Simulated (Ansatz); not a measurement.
TaSi2: ideal shear of a crystal plane

All numbers below come from Ansatz, DFT PBEsol, scalar-relativistic, plane waves, PAW. Settings: plane waves to 420 eV, k-mesh 9×9×3 (Γ-centred), Gaussian smearing 0.15 eV. Spin–orbit coupling is left out, which can shift energies with elements as heavy as these. No spin polarisation. Energies are free energies at this smearing, counted from the undisturbed cell; pressure is positive in compression.

The undisturbed cell (relaxed at this level; it needn't be the usual structure):

```xyz
18
Lattice="-4.7610 0.0000 0.0000 -2.3805 -4.1231 0.0000 0.0000 0.0000 13.1123" Properties=species:S:1:pos:R:3 pbc="T T T"
Ta   -2.3805    0.0000    1.0929
Ta   -2.3805    0.0000    7.6491
Ta   -1.1902   -2.0616   12.0198
Ta   -1.1902   -2.0616    5.4637
Ta   -3.5707   -2.0616    9.8344
Ta   -3.5707   -2.0616    3.2783
Si   -2.3805   -2.8096    1.0929
Si   -2.3805   -2.8096    7.6491
Si   -3.5180   -3.4664   12.0198
Si   -3.5180   -3.4664    5.4637
Si   -1.1375   -0.6567    9.8344
Si   -1.1375   -0.6567    3.2783
Si   -4.7610   -1.3135    1.0929
Si   -4.7610   -1.3135    7.6491
Si   -3.6235   -0.6567   12.0198
Si   -3.6235   -0.6567    5.4637
Si   -6.0040   -3.4664    9.8344
Si   -6.0040   -3.4664    3.2783
```

The cut lies on the cell's a–b face, a (0 0 1) plane (indices in the standard cell, whose axes needn't be the Cartesian ones shown) of area 19.63 Å², between layers 2.19 Å apart. Vector c is tilted by f times 1·a − 1·b (length 4.761 Å) with the atoms' Cartesian places fixed: one unrelaxed fault a cell. The traction is dγ/du, the slope of γ against the slip u in Å. Some rows repeat others by symmetry and weren't run.

| f | γ (mJ/m²) | traction (GPa) |
| --- | --- | --- |
| 0.0000 | 0 | 0.0 |
| 0.1000 | 424 | 17.9 |
| 0.2000 | 1636 | 31.0 |
| 0.3000 | 2914 | 23.2 |
| 0.4000 | 4115 | 22.8 |
| 0.5000 | 4716 | 0.0 |
| 0.6000 | 4115 | -22.8 |
| 0.7000 | 2914 | -23.2 |
| 0.8000 | 1636 | -31.0 |
| 0.9000 | 424 | -17.9 |

Problem. Read off the first barrier and the stress needed to climb it, and compare with Frenkel's sinusoid.

Solution. The first sampled maximum lies at f = 0.500, a slip of 2.38 Å, with γ ≈ 4716 mJ/m², which stands in for the unstable fault energy γ_us, and the steepest sampled slope before it is 31.0 GPa. A sinusoid γ = γ_us sin²(πu/λ) with its maximum there has λ = 4.76 Å and a largest slope πγ_us/λ = 31.1 GPa (1 mJ/m² per Å = 0.01 GPa).

Problem. Is there a metastable fault on this line?

Solution. Apart from points where γ returns to about zero, no local minimum shows among the samples, so at this sampling the line offers no fault for a dislocation to split on; a fault can still lie off the line.

The cut is rigid; relaxing the faces lowers these energies and usually the stresses.

In a metal these slopes depend on the k mesh and the smearing.

Cost: 6 runs of about 8.3 core-minutes in all, on Intel Xeon Platinum 8559C (Emerald Rapids) (shared hosts).